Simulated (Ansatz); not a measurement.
# Property card for AlGa$_{3}$N$_{4}$

All numbers below come from DFT r2SCAN, scalar-relativistic, plane waves, PAW in Ansatz 0.2.0.

Plane waves to 500 eV, a k mesh through Γ of 6×8×4 on the computed 8-atom cell and Gaussian smearing (0.02 eV); no spin polarisation.

The structure is relaxed at this level of theory with its symmetry kept. Whether it is the stable form of this composition wasn't checked.

```xyz
8
Lattice="5.1389 0.0000 0.0000 0.0000 3.1634 0.0000 -0.0037 0.0000 5.4770" Properties=species:S:1:pos:R:3 pbc="T T T"
Al    0.0005    1.5817    3.6548
Ga    2.5640    1.5817    1.8351
Ga    2.5625    0.0000    4.5539
Ga    5.1376    0.0000    0.9102
N     0.6124    1.5817    1.8655
N     0.5999    0.0000    4.5236
N     3.1867    0.0000    0.9103
N     3.2440    1.5817    3.6546
```

Question: Formation energy from the elements' standard states (uncorrected)?

Answer: -0.894 eV/atom.

Question: Generalised Kohn–Sham band gap?

Answer: 2.89 eV, direct at Γ.

Question: Löwdin character of the top 1 eV of the valence band?

Answer: N 2p 88 %.

Question: Löwdin character of the lowest 1 eV of the conduction band?

Answer: N 2s 38 %, Ga 4s 30 %, N 2p 14 %, Ga 4p 8 %.

Question: Electron masses at the edge by Cartesian direction of the standard setting (m_e; degenerate bands sorted by energy; no spin-orbit coupling)?

Answer: x: 0.21; y: 0.22; z: 0.23.

Question: Hole masses at the edge by Cartesian direction of the standard setting (m_e; degenerate bands sorted by energy; no spin-orbit coupling)?

Answer: x: 2.3; y: 0.22; z: 2.5.

Question: Bulk modulus?

Answer: 200 GPa.

Question: Its pressure derivative?

Answer: 4.2.

Question: Electronic dielectric constant xx, yy, zz of the standard setting (independent particles)?

Answer: 5.1, 5.0, 5.0.

Question: Bader charges (e)?

Answer: Al (1 in the cell) 2.48, Ga (1 in the cell) 1.66, Ga (1 in the cell) 1.65, Ga (1 in the cell) 1.65, N (1 in the cell) -1.86, N (1 in the cell) -2.06, N (1 in the cell) -1.66, N (1 in the cell) -1.86.